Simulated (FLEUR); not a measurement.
This FLEUR MaX-R8.1 (patched build s14) run on MnS needs a look.

The input inp.xml:

```xml
<?xml version="1.0" encoding="UTF-8" standalone="no"?>
<fleurInput fleurInputVersion="0.39">
   <comment>
      MnS                                                                                                 
   </comment>
   <calculationSetup>
      <cutoffs Kmax="3.85" Gmax="11.9" GmaxXC="11.9" numbands="all"/>
      <scfLoop itmax="50" minDistance="0.0002" maxIterBroyd="50" imix="Anderson" alpha="0.05" precondParam="0.0" spinf="2.0"/>
      <coreElectrons ctail="T" frcor="F" kcrel="0" coretail_lmax="0"/>
      <xcFunctional name="wc" relativisticCorrections="F"/>
      <magnetism jspins="2"/>
      <soc l_soc="T" theta="0.9553166" phi="0.7853982" spav="F"/>
      <expertModes spex="0" secvar="F"/>
      <geometryOptimization l_f="F" forcealpha="1.0" forcemix="BFGS" epsdisp="0.00001" epsforce="0.00001"/>
      <ldaU l_linMix="F" mixParam="0.05" spinf="1.0"/>
   </calculationSetup>
   <cell>
      <bzIntegration valenceElectrons="21.0" mode="hist" fermiSmearingEnergy="0.00073499">
         <kPointListSelection listName="default-1"/>
         <!-- k-points included here -->
         <xi:include xmlns:xi="http://www.w3.org/2001/XInclude" href="kpts.xml"> </xi:include>
      </bzIntegration>
      <!-- symmetry operations included here -->
      <xi:include xmlns:xi="http://www.w3.org/2001/XInclude" href="sym.xml"> </xi:include>
      <bulkLattice scale="1.0">
         <bravaisMatrix>
            <row-1>    0.0000000000000000     4.9217916915206992     4.9217916915206992</row-1>
            <row-2>    4.9217916915206992     0.0000000000000000     4.9217916915206992</row-2>
            <row-3>    4.9217916915206992     4.9217916915206992     0.0000000000000000</row-3>
         </bravaisMatrix>
      </bulkLattice>
   </cell>
   <atomSpecies>
      <species name="Manganese 4.000" element="Mn" atomicNumber="25">
         <mtSphere radius="3.60" gridPoints="781" logIncrement="0.016"/>
         <atomicCutoffs lmax="9" lnonsphr="7"/>
         <electronConfig flipSpins="F">
            <coreConfig>(1s1/2) (2s1/2) (2p1/2) (2p3/2)</coreConfig>
            <valenceConfig>(3s1/2) (3p1/2) (3p3/2) (4s1/2) (3d3/2) (3d5/2)</valenceConfig>
            <stateOccupation state="(3d3/2)" spinUp="1.5" spinDown="0.5"/>
            <stateOccupation state="(3d5/2)" spinUp="3.0" spinDown="0.0"/>
         </electronConfig>
         <energyParameters s="4" p="4" d="3" f="4"/>
         <ldaU l="2" U="4" J="0.0" l_amf="T"/>
         <lo type="SCLO" l="0" n="3" eDeriv="0"/>
         <lo type="SCLO" l="1" n="3" eDeriv="0"/>
         <lo type="SCLO" l="1" n="3" eDeriv="1"/>
         <lo type="SCLO" l="3" n="4" eDeriv="2"/>
      </species>
      <species name="Sulfur (S)" element="S" atomicNumber="16">
         <mtSphere radius="3.60" gridPoints="687" logIncrement="0.017"/>
         <atomicCutoffs lmax="8" lnonsphr="6"/>
         <electronConfig flipSpins="F">
            <coreConfig>(1s1/2) (2s1/2) (2p1/2) (2p3/2)</coreConfig>
            <valenceConfig>(3s1/2) (3p1/2) (3p3/2)</valenceConfig>
            <stateOccupation state="(3p1/2)" spinUp="0.666667" spinDown="0.666667"/>
            <stateOccupation state="(3p3/2)" spinUp="1.333333" spinDown="1.333333"/>
         </electronConfig>
         <energyParameters s="3" p="3" d="3" f="4"/>
         <lo type="SCLO" l="0" n="3" eDeriv="2"/>
         <lo type="SCLO" l="1" n="3" eDeriv="2"/>
         <lo type="SCLO" l="2" n="3" eDeriv="2"/>
         <lo type="SCLO" l="3" n="4" eDeriv="2"/>
      </species>
   </atomSpecies>
   <atomGroups>
      <atomGroup species="Manganese 4.000">
         <relPos label="                   1">.0088770000 -.0120510000 -.0049650000</relPos>
         <force calculate="T" relaxXYZ="TTT"/>
      </atomGroup>
      <atomGroup species="Sulfur (S)">
         <relPos label="                   2">-.4898470000 -.4865340000 .4899120000</relPos>
         <force calculate="T" relaxXYZ="TTT"/>
      </atomGroup>
   </atomGroups>
   <output dos="F" band="F" slice="F">
      <checks vchk="F" cdinf="F"/>
      <bandDOS minEnergy="-.5*Htr" maxEnergy="0.5*Htr" sigma="0.015" storeEVData="T"/>
      <vacuumDOS vacdos="F" integ="F" star="F" nstars="0" locx1="0.0" locy1="0.0" locx2="0.0" locy2="0.0" nstm="0" tworkf="0.0"/>
      <unfoldingBand unfoldBand="F" supercellX="1" supercellY="1" supercellZ="1"/>
      <plotting iplot="0" polar="F">
         <plot TwoD="T" vec1="  1.0  0.0  0.0" vec2="  0.0  1.0  0.0" vec3="  0.0  0.0  1.0" zero="  0.0  0.0  0.0" file="plot"/>
      </plotting>
      <chargeDensitySlicing numkpt="0" minEigenval="0.0" maxEigenval="0.0" nnne="0" pallst="F"/>
      <specialOutput eonly="F"/>
      <magneticCircularDichroism mcd="F" energyLo="-10.0" energyUp="0.0"/>
   </output>
  <!-- We include the file relax.xml here to enable relaxations (see documentation) -->
  <xi:include xmlns:xi="http://www.w3.org/2001/XInclude" href="relax.xml"> <xi:fallback/> </xi:include>
</fleurInput>
```

crystal.txt

```
MnS
&input cartesian=F /
0.0000000000  2.6045000000  2.6045000000
2.6045000000  0.0000000000  2.6045000000
2.6045000000  2.6045000000  0.0000000000
1.8897261246
1.0 1.0 1.0

2
25 0.0088770000  -0.0120510000  -0.0049650000 : 4.000
16 0.5101530000  0.5134660000  0.4899120000

&soc 0.9553166 0.7853982 /
&kpt div1=5 div2=5 div3=5 gamma=T /
```

Potentials or basis: all-electron, FLAPW.

The run is started by

```console
$ inpgen -f crystal.txt -profile fastHighL
$ # inp.xml edited to the form shown
$ fleur
```

Output:

```text
Welcome to FLEUR        (www.flapw.de)
      MaX-Release 8.1          (www.max-centre.eu)
**************FLEUR-Error*****************
Error message: Overlapping MT-radii of two neighbours detected.
Error occurred in subroutine: chkmt
*****************************************
 Last known location:
 Last timer:Initialization
 Timerstack:
 Timer:Total Run
 *****************************************

STOP 1
```

How did it end, and where is the flaw?

The input was rejected before any iteration. The input holds a flaw that was put in on purpose: spheres overlap.
